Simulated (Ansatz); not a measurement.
**TaN: enthalpy under pressure, worked through**

The calculation used Ansatz, DFT r2SCAN, scalar-relativistic, plane waves, PAW. (500 eV cutoff, 16×16×16 k-mesh, Gaussian smearing of 0.10 eV, no spin polarisation)

Reference structure (relaxed):

```yaml
crystal:
  lattice:
    - [0.00000, 2.19827, 2.19827]
    - [2.19827, 0.00000, 2.19827]
    - [2.19827, 2.19827, 0.00000]
  atoms:
    - { symbol: Ta, position: [0.50000, 0.50000, 0.50000] }
    - { symbol: N, position: [0.00000, 0.00000, 0.00000] }
```

Cell and atoms were relaxed at each target pressure within the start's symmetry (Fm-3m), at zero temperature; other phases can be more stable under pressure. H = E + PV with P the target; E is the free energy at the smearing used, whose derivative the pressure is, per atom and counted from zero pressure. The mesh named is that at zero pressure; some other pressures ran on another.

Spin–orbit coupling is left out, which can shift energies with elements as heavy as these.

```csv
P (GPa),V (Å³/atom),E − E0 (meV),H − H0 (meV)
0,10.623,0.0,0.0
1,10.593,0.1,66.2
4,10.505,1.5,263.7
12,10.290,12.1,782.8
25,9.983,47.2,1605.0
50,9.502,158.4,3123.6
90,8.916,408.1,5416.5
```

Question: Thermodynamics gives dH/dP = V along a relaxed path. Integrate V over P by the trapezoid rule and compare with the computed enthalpies.

Answer: With 1 eV/Å³ = 160.22 GPa, each step adds the mean volume times ΔP / 160.22:
| P (GPa) | ∫V dP (meV) | H − H0 (meV) | difference (meV) |
| --- | --- | --- | --- |
| 1 | 66.2 | 66.2 | 0.0 |
| 4 | 263.7 | 263.7 | 0.0 |
| 12 | 782.9 | 782.8 | 0.1 |
| 25 | 1605.4 | 1605.0 | 0.4 |
| 50 | 3125.5 | 3123.6 | 2.0 |
| 90 | 5424.6 | 5416.5 | 8.1 |

V(P) curves upward, so the trapezoid rule runs high; integrating a smooth curve through the same points (P as a polynomial of degree 4 in ln V) puts that excess at about 5.6 meV at 90 GPa, against the 8.1 meV found. What is left comes from the shape of V(P) between points this far apart, and from the mesh, the smearing and the stress tolerance.

Question: At 90 GPa, how much of the enthalpy change is stored energy and how much is the PV term?

Answer: E rises by 408 meV/atom and PV is 90 × 8.916 / 160.22 = 5008 meV/atom, so PV makes 92 % of ΔH. So between rival structures at high pressure a small difference in volume can outweigh the difference in energy: 1 % of this volume is worth 50.1 meV/atom at this pressure.

Question: What bulk modulus do the lowest pressures give?

Answer: From the pressures that the runs reached, -1.02 GPa (10.654 Å³) and 0.99 GPa (10.593 Å³), B = −ΔP/Δln V = 2.01 / 0.0057 = 351 GPa, a mean over that range.

This rock-salt form isn't the usual stable structure of the compound.